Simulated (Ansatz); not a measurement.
Two G0W0 runs on SnTe (puckered layers in the stacking of the orthorhombic crystal).

The cell holds 8 atoms: 4 Sn and 4 Te. Cell: a = 4.700 Å, b = 4.545 Å, c = 41.600 Å, α = 90.0°, β = 90.0°, γ = 90.0°. Regions: layer 1, 4 atoms (2 Sn and 2 Te); layer 2, 4 atoms (2 Sn and 2 Te). Vacuum lies along c.

```xyz
8
Lattice="4.6996 0.0000 0.0000 0.0000 4.5447 0.0000 0.0000 0.0000 41.6000" Properties=species:S:1:pos:R:3
Sn    0.3732    1.1362   16.2449
Sn    2.7321    3.4085   19.1524
Te    2.4321    3.4085   16.2118
Te    0.0743    1.1362   19.1564
Sn    4.3264    3.4085   25.3551
Sn    1.9675    1.1362   22.4476
Te    2.2675    1.1362   25.3882
Te    4.6253    3.4085   22.4436
```

The structure was relaxed with PBE-D3(BJ). The runs that relaxed it are not among those shown. Spin-orbit coupling is left out unless a run names it.

The first (Ansatz 0.2.0; start PBE, 4×4×1 mesh, 1181 empty bands, screening to 70 eV, PAW set soft_1 files; 1 × NVIDIA H100 80GB HBM3 (shared by 6 runs) with 3 threads of AMD EPYC 7R13 (Zen 3), shared host) gave, on its mesh: starting gap 1.25 eV, G0W0 gap 1.48 eV, mean of 1 + 4πα/V (set by the cell height) 5.40, 98 s.

The second gave: starting gap 1.25 eV, G0W0 gap 1.38 eV, mean of 1 + 4πα/V (set by the cell height) 5.48, 36 s.

Q: What was changed in the input? Choose among start, files, mesh, bands and cutoff, frequency model or another key.

Changed: empty bands from 1181 to 472 and screening cutoff (eV) from 70.0 to 38. The starting gap stayed, which rules out the functional and points to the GW step. Other changes could give like numbers; this is the one that was made.

Limits: not at the basis limit; coarse mesh for a sheet; no spin-orbit coupling.

[Paths, hosts, dates, memory and timing lines, banners, echoed tables and standing remarks are left out of the program output.]

[Logs are printed without paths, hosts, clocks, repeated set-up lines and the standing remarks that a program may print on its own settings, such as how far it seeks lower states.]

[Runs of the session that timed out or met a known fault of the program may be left out.]

[Cells called generated may have been cut or substituted from an entry of the Crystallography Open Database or the Materials Project.]

[Hosts, paths, dates, database ids (printed as entryN), source tags and the programs' standing remarks are cut or masked in the printed files.]
